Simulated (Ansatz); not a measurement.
**Energy ranking of Ta3C2 structures**

These are results of DFT r2SCAN, scalar-relativistic, plane waves, PAW (Ansatz 0.2.0), not measurements. All cells share a 500 eV cutoff and Γ-centred k meshes spaced at most 0.3 Å⁻¹ (0.19 for metals, 2π included).

These are static lattice energies at zero pressure. Only the structures computed here compete, so a lower one can exist. For metals, differences of a few meV/atom aren't resolved. Spin–orbit coupling is left out. No run is spin-polarised.

```json
{"#": "1", "started from": "anti-tetradymite type", "space group": "R-3m (No. 166)", "atoms": "5", "V (Å³/atom)": "12.7", "ΔE (meV/atom)": "0", "gap on mesh (eV)": "0.00"}
{"#": "2", "started from": "database cell", "space group": "P-3m1 (No. 164)", "atoms": "20", "V (Å³/atom)": "12.8", "ΔE (meV/atom)": "21", "gap on mesh (eV)": "0.00"}
{"#": "3", "started from": "anti-A-type sesquioxide type, changed", "space group": "P-3m1 (No. 164)", "atoms": "5", "V (Å³/atom)": "12.8", "ΔE (meV/atom)": "97", "gap on mesh (eV)": "0.00"}
```

The lowest structure: Space group R-3m (No. 166), trigonal, a = 3.134 Å, c = 22.413 Å. Around Ta on Wyckoff site a (1 atom of the primitive cell) lie 6 C at 2.24 Å; Ta on Wyckoff site c (2 atoms of the primitive cell) has 3 C at 2.18 Å; C is coordinated by 6 Ta at 2.18–2.24 Å. Its energy against the elements is -0.71 eV/atom. The zero of energy is the lowest elemental structures computed at the same level; no fitted shifts are applied.

```xyz
5
Lattice="1.5672 0.9048 7.4712 -1.5672 0.9048 7.4712 0.0000 -1.8097 7.4712" Properties=species:S:1:pos:R:3 pbc="T T T"
Ta    0.0000    0.0000    0.0000
Ta    0.0000    0.0000    4.9456
Ta    0.0000    0.0000   17.4679
C     0.0000    0.0000    8.7847
C     0.0000    0.0000   13.6288
```

The second: Space group P-3m1 (No. 164), trigonal, a = 3.126 Å, c = 30.156 Å. Ta on Wyckoff site c (2 atoms of the primitive cell) has 3 C at 2.17 Å; Ta on Wyckoff site d (2 atoms of the primitive cell) has 3 C at 2.17 Å; Ta on Wyckoff site d (2 atoms of the primitive cell) has 3 C at 2.17 Å; around Ta on Wyckoff site c (2 atoms of the primitive cell) lie 6 C at 2.22–2.24 Å.